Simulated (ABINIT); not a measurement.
The system is TiB2.

```
Ti B
1.0
     3.02920    0.00000    0.00000
    -1.51460    2.62336    0.00000
     0.00000    0.00000    3.22840
Ti B
1 2
Direct
  0.00000 0.00000 0.00000
  0.66667 0.33333 0.50000
  0.33333 0.66667 0.50000
```

Base run:

| Property | Result |
| --- | --- |
| Program | ABINIT 10.8.3 (patched build) |
| Functional | revPBE |
| Potentials or basis | JTH PAW PBE v2.0 |
| Cutoff | 408 eV |
| k mesh | 10 × 10 × 8 |
| Occupations | fermi-dirac, width 0.05 eV |
| Spin | no spin polarisation |

Its results: band gap on the k mesh none (metal or under the smearing width); pressure 4.1 GPa.

**Question.** After a change of settings the same cell gave: band gap on the k mesh none (metal or under the smearing width); pressure 1.9 GPa. Which change was it?
A. functional from revPBE to BP86
B. functional from revPBE to BLYP
C. functional from revPBE to HCTH407
D. functional from revPBE to LDA; potentials or basis from JTH PAW PBE v2.0 to PseudoDojo NC SR LDA v0.4.1 standard; cutoff from 408 eV to 1143 eV

**Answer.** A.

Caveats: the PAW data sets were made with another functional, which shifts forces and pressure a little; the atomic spheres overlap.

Runs at the PBE level aren't shown here.
